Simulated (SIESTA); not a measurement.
Pb: equation of state with PBEsol

Pb:

```
Pb
1.0
     0.00000    3.43900    3.43900
     3.43900    0.00000    3.43900
     3.43900    3.43900    0.00000
Pb
2
Direct
  0.25000 0.25000 0.25000
  0.00000 0.00000 0.00000
```

This isn't the form of Pb at room conditions, which is fcc.

| Quantity | Value |
| --- | --- |
| Program | SIESTA 5.4.2 |
| Task | equation of state |
| Functional | PBEsol |
| Potentials or basis | PseudoDojo 0.4 standard (PBEsol files) |
| Basis | DZP (energy shift 0.003 Ry; two zetas on semicore shells) |
| Grid cutoff | 500 Ry |
| Energy shift | 0.003 Ry |
| k mesh | 7 × 7 × 7 |
| Occupations | fermi-dirac, width 0.05 eV |
| Spin | no spin polarisation |

| Quantity | Value |
| --- | --- |
| Equilibrium volume | 41.73 Å³/atom |
| Bulk modulus | 31 GPa |
| Pressure derivative of the bulk modulus | 4.9 (rough: it moves with the points fitted) |

Energy against volume, from the lowest point:
```csv
volume (Å³/atom),energy (meV/atom)
38.232,33.98
39.045,19.26
39.859,8.94
40.672,2.63
41.486,0.00
42.299,0.85
43.112,4.06
```

All runs of the series together: 3.2 min on 1 thread of Intel(R) Xeon(R) Platinum 8488C (Sapphire Rapids), with other jobs on the host.

Caveat: the basis of atomic orbitals isn't converged, which shifts pressures, moduli and gaps. The run has no spin-orbit coupling, so splittings on Pb are missing.
